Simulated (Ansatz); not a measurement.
Sr (P6_3/mmc): electronic heat capacity and spin susceptibility from the density of states

These are results of Ansatz 0.2.0, DFT PBE, scalar-relativistic, plane waves, PAW, not measurements.

Cutoff 420 eV; k points 12×12×4 on the computed 4-atom cell (Γ-centred); Gaussian smearing, width 0.10 eV; no spin polarisation.

Relaxed cell: P6_3/mmc, a = 4.263 Å, b = 4.263 Å, c = 13.977 Å, α = 90.00°, β = 90.00°, γ = 120.00°, 4 atoms in the primitive cell. This form isn't the element's structure at ambient conditions.

The density of states at the Fermi level is 3.316 states/eV in the cell of 4 atoms (4 formula units; both spins, tetrahedra on a 18×18×6 mesh).

**Question.** What Sommerfeld coefficient and Pauli susceptibility does this give?

**Answer.** Per formula unit N(E_F) = 0.829 states/eV. γ = (π²/3) k_B² N(E_F) N_A = 2.357 mJ/(mol K²) per state/eV, so γ = 2.0 mJ/(mol K²), a mole of formula units. χ_P = μ_B² N(E_F) N_A = 3.23×10⁻⁵ emu/mol per state/eV gives 2.7×10⁻⁵ emu/mol. This is the bare band result: a measured γ of the same phase is as a rule larger by a factor 1 + λ from phonons and spin fluctuations, the spin part of χ is larger by the Stoner factor, and a measured χ also holds orbital and core terms. N(E_F) at one energy is sensitive to the mesh where the density of states has sharp peaks.

Cost: 1 run of about 1.1 core-minutes, on Arm Neoverse V2 (shared hosts).